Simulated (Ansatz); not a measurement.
## Convergence of Li

```
CELL_PARAMETERS angstrom
0.00000 2.20200 2.20200
2.20200 0.00000 2.20200
2.20200 2.20200 0.00000
ATOMIC_POSITIONS crystal
Li 0.00000 0.00000 0.00000
```

The cell is COD entry 9008473, as deposited and not checked against the literature; nothing was relaxed.

Computed with DFT, PBE, all-electron LAPW, scalar-relativistic (Ansatz 0.2.0).

The runs use a Γ-centred 16×16×16 k mesh, Fermi–Dirac smearing of 0.05 eV, basis error target 0.5 meV/atom, no spin polarisation. One setting is then changed at a time.

```tsv
k mesh	free energy less the base's (meV/atom)	P (GPa)	cutoff chosen (eV)
16×16×16 (base)	0.0	-0.70	71
5×5×5	-45.9	-0.79	71
8×8×8	5.8	-0.64	71
12×12×12	0.4	-0.68	71
22×22×22	1.5	-0.69	71
```
